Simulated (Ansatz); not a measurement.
Rutile RuO2, treated with PBEsol in Ansatz (PAW).

Run with plane-wave cutoff 500 eV, 10×14×1 k mesh (along the axes of the cell as run), Fermi–Dirac smearing 0.05 eV, scalar-relativistic PAW data made under PBE.

Q: Give the computed surface energy of the (100) face and work function of the (100) face.

A: 
- surface energy of the (100) face: 1.65 J/m²
- work function of the (100) face: 5.65 eV

The slab of 18 atoms is relaxed and unreconstructed.

The computed numbers hold no vibrational or temperature effects.

Cost on a shared machine: very roughly 19 core-minutes.

Ansatz is a quantum-chemistry and plane-wave program.
